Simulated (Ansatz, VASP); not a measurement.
Given: the input of a run of Ansatz 0.2.0 on BAs.

Contents of input.yaml:

```yaml
crystal:
  lattice:
    - [0.0, 2.3885, 2.3885]
    - [2.3885, 0.0, 2.3885]
    - [2.3885, 2.3885, 0.0]
  atoms:
    - { symbol: As, position: [0.75, 0.75, 0.75] }
    - { symbol: B, position: [0.0, 0.0, 0.0] }
hamiltonian:
  xc: pbesol
  pseudopotentials: { kind: paw }
  dispersion: d3bj
kpoints:
  mp_grid: { grid: [10, 10, 10] }
scf:
  occupations: { method: fermi_dirac, width: 0.05 }
output:
  forces: true
  stress: true
  eigenvalues: true
relax:
  f_tol: 0.01
  max_steps: 40
  cell: { stress_tol: 0.05 }
```

Potentials or basis: Ansatz PAW.

Run with:

```console
$ ansatz run input.yaml --threads 2 --pin off --max-ram 5632MiB --backend cpu --events-out ev --progress --plain --runs-dir out
```

Question: Translate it to VASP 6.6.1. Potentials there: VASP PAW PBE potentials, release 64 (As, B).

Answer: As run (the cutoff follows the program's own potentials):

Contents of INCAR:

```
SYSTEM = BAs
PREC = Accurate ; ENCUT = 600
EDIFF = 1E-7 ; ISMEAR = -1
SIGMA = 0.05 ; LREAL = .FALSE.
LASPH = .TRUE. ; NELM = 80
ALGO = Normal ; ISIF = 3
LWAVE = .FALSE. ; LCHARG = .FALSE.
GGA = PS ; IVDW = 12
IBRION = 2 ; NSW = 60
EDIFFG = -0.01
```

Contents of KPOINTS:

```
Automatic mesh
0
G
  10 10 10
  0 0 0
```

POSCAR

```
BAs
1.0
    0.0000000000      2.3885000000      2.3885000000
    2.3885000000      0.0000000000      2.3885000000
    2.3885000000      2.3885000000      0.0000000000
As B
1 1
Direct
    0.7500000000      0.7500000000      0.7500000000
    0.0000000000      0.0000000000      0.0000000000
```

Potentials or basis: VASP PAW PBE potentials, release 64 (As, B).

Run with:

```bash
$ cat potpaw_PBE.64/As/POTCAR potpaw_PBE.64/B/POTCAR > POTCAR
$ mpirun -np 1 vasp_std > vasp.out
```

Both were run:

|  | VASP | Ansatz | Ansatz less VASP |
| --- | --- | --- | --- |
| gap on the k mesh at the Fermi level, each at its own relaxed structure (eV) | 1.05 | 1.06 | +0.003 |
| relaxed volume (Å³/atom) | 13.32 | 13.24 | -0.085 |
| relaxed cell length with the largest relative difference (Å) | 3.352 | 3.345 | -0.0071 |
| energy change over the relaxation (meV/atom) | -3 | -5 | -1.9 |

The two sets of potentials don't hold the same shells in valence.

Caveats: the PAW data sets were made with another functional, which shifts forces and pressure a little (VASP); the plane-wave basis is chosen anew once the cell has moved, so the energies of steps on either side of that aren't comparable (Ansatz); the PAW data sets come from PBE, with cores solved anew for the run's functional, which leaves a small shift of forces and pressure (Ansatz). A k mesh can miss the band edges.
